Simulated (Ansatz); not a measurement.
Wanted: the native input for an Ansatz 0.2.0 run.

| Property | Result |
| --- | --- |
| Task | band structure |
| Functional | r2SCAN |
| Potentials or basis | Ansatz PAW |
| Cutoff | 500 eV (not typed: the program's choice for these potentials) |
| k mesh | 10 × 10 × 10 |
| Occupations | fermi-dirac, width 0.05 eV |
| Spin | collinear spin, ferromagnetic start |
| Starting moments | [4.0, 0.0] μB |
| Path | [["G", "X", "W", "K", "G", "L", "U", "W", "L", "K"], ["U", "X"]] |
| Points for each segment of the path | 14 |

The system is MnO.

```
CELL_PARAMETERS angstrom
0.00000 2.22391 2.22391
2.22391 0.00000 2.22391
2.22391 2.22391 0.00000
ATOMIC_POSITIONS crystal
Mn 0.00000 0.00000 0.00000
O 0.50000 0.50000 0.50000
```

The cell is a database's computed one.

These files were run (other wordings do the same):

input.yaml

```yaml
crystal:
  lattice:
    - [0.0, 2.2239077028, 2.2239077028]
    - [2.2239077028, 0.0, 2.2239077028]
    - [2.2239077028, 2.2239077028, 0.0]
  atoms:
    - { symbol: Mn, position: [0.0, 0.0, 0.0], spin: 4.0 }
    - { symbol: O, position: [0.5, 0.5, 0.5] }
hamiltonian:
  xc: r2scan
  pseudopotentials: { kind: paw }
magnetization:
  spin_polarized: true
kpoints:
  mp_grid: { grid: [10, 10, 10] }
  band_path:
    path:
      - [[0.0, 0.0, 0.0], [0.5, 0.0, 0.5], [0.5, 0.25, 0.75], [0.375, 0.375, 0.75], [0.0, 0.0, 0.0], [0.5, 0.5, 0.5], [0.625, 0.25, 0.625], [0.5, 0.25, 0.75], [0.5, 0.5, 0.5], [0.375, 0.375, 0.75]]
      - [[0.625, 0.25, 0.625], [0.5, 0.0, 0.5]]
    npoints: 14
scf:
  occupations: { method: fermi_dirac, width: 0.05 }
  n_extra_bands: 6
output:
  forces: true
  stress: true
  eigenvalues: true
  fatbands: true
```

Potentials or basis: Ansatz PAW.

Command:

```console
$ ansatz run input.yaml --threads 2 --pin off --max-ram 5632MiB --backend cpu --events-out ev --progress --plain --runs-dir out
```

It gave:

```yaml
Pressure: 0.3 GPa
Band_gap_on_the_k_mesh: none (metal or under the smearing width)
Net_moment: 5.00 μB per cell
Absolute_moment: 5.00 μB per cell
Site_moments: Mn +4.26; O +0.26 μB
```

Caveat: the magnetic or orbital state may not be the lowest; a cell with one magnetic atom can't hold antiferromagnetic order, which such compounds often take; semilocal functionals often make such compounds metallic where correlation or magnetic order opens a gap, which also shifts bond lengths; the PAW data sets come from PBE, with cores solved anew for the run's functional, which leaves a small shift of forces and pressure.

Run time: 5.6 s on 2 threads of Arm Neoverse V2, on a shared host, peak memory 0.37 GiB.
